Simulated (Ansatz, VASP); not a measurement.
This is a calculation of NiO for VASP 6.6.1. 

INCAR

```
PREC = Accurate ; ENCUT = 520
EDIFF = 1E-7 ; ISMEAR = -1
SIGMA = 0.05 ; LREAL = False
LASPH = True ; NELM = 100
ALGO = Normal ; ISIF = 2
LWAVE = False ; LCHARG = False
ISPIN = 2 ; MAGMOM = 1 0
LORBIT = 11 ; LMAXMIX = 4
GGA = PE ; NBANDS = 19
```

File KPOINTS:

```
regular mesh
0
Gamma
  11 11 11
```

The input POSCAR:

```
NiO
1.0
    0.0000000000      2.0913095100      2.0913095100
    2.0913095100      0.0000000000      2.0913095100
    2.0913095100      2.0913095100      0.0000000000
Ni O
1 1
Direct
    0.0000000000      0.0000000000      0.0000000000
    0.5000000000      0.5000000000      0.5000000000
```

Potentials or basis: VASP PAW PBE potentials, release 64 (Ni, O).

Run with:

```bash
$ cat potpaw_PBE.64/Ni/POTCAR potpaw_PBE.64/O/POTCAR > POTCAR
$ mpirun -np 1 vasp_std > vasp.out
```

Task: What does the same run look like in Ansatz 0.2.0? Potentials or basis there: Ansatz PAW, cutoff 420 eV.

Result: As run (cutoffs and basis follow the program's own potentials, and thresholds, step limits or extra output files can differ):

input.yaml

```yaml
crystal:
  lattice:
    - [0.0, 2.09130951, 2.09130951]
    - [2.09130951, 0.0, 2.09130951]
    - [2.09130951, 2.09130951, 0.0]
  atoms:
    - { symbol: Ni, position: [0.0, 0.0, 0.0], spin: 1.0 }
    - { symbol: O, position: [0.5, 0.5, 0.5] }
hamiltonian:
  xc: pbe
  pseudopotentials: { kind: paw }
magnetization:
  spin_polarized: true
kpoints:
  mp_grid: { grid: [11, 11, 11] }
scf:
  occupations: { method: fermi_dirac, width: 0.05 }
output:
  forces: true
  stress: true
  eigenvalues: true
  write_density: true
  write_potential: true
  elf: true
  volumetric_format: npy
```

Potentials or basis: Ansatz PAW.

Launch:

```bash
$ ansatz run input.yaml --threads 1 --pin off --max-ram 3584MiB --backend cpu --events-out ev --progress --plain --runs-dir out
```

Both were run:

|  | VASP | Ansatz |
| --- | --- | --- |
| Pressure | 3.7 GPa | 4.3 GPa |
| Net moment | 1.70 μB per cell | 1.75 μB per cell |

Ansatz's pressure holds a Pulay term of +0.74 GPa for its cutoff of 420 eV, which the other run lacks.

The potentials hold 16 and 24 valence electrons a cell.

Where Ansatz's input types no cutoff or centring, it takes its own default and a Γ-centred mesh.

The magnetic state is the one that the start led to; the real crystal's order can differ.

Pressure is positive in compression.
